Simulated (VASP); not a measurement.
Here is a VASP 6.6.1 calculation.

File INCAR:

```
PREC = Accurate
ENCUT = 520
EDIFF = 1E-7
ISMEAR = 1
SIGMA = 0.1
LREAL = False
LASPH = True
NELM = 60
ALGO = Normal
ISIF = 2
LWAVE = False
LCHARG = False
METAGGA = R2SCAN
LMIXTAU = True
IBRION = 2
NSW = 60
EDIFFG = -0.005
```

KPOINTS

```
regular mesh
0
Gamma
  6 6 6
```

The input POSCAR:

```
ZnAu
1.0
    3.1470000000      0.0000000000      0.0000000000
    0.0000000000      3.1470000000      0.0000000000
    0.0000000000      0.0000000000      3.1470000000
Au Zn
1 1
Direct
   -0.0014610000     -0.0035060000     -0.0034820000
    0.4956770000      0.5021470000      0.4941810000
```

Potentials or basis: VASP PAW PBE potentials, release 64 (Au, Zn).

Run with:

```sh
$ cat potpaw_PBE.64/Au/POTCAR potpaw_PBE.64/Zn/POTCAR > POTCAR
$ mpirun -np 1 vasp_std > vasp.out
```

Question: Estimate the band gap on the k mesh.

Answer: None (metal or under the smearing width).

Question: Estimate the energy gained by relaxing.

Answer: 0.4 meV/atom.

Forces on the atoms (eV/Å):
```
Au  -0.001 -0.002 -0.001
Zn   0.001  0.002  0.001
```

Caveat: the PAW data sets were made with another functional, which shifts forces and pressure a little. The run has no spin-orbit coupling, so splittings on Au are missing.
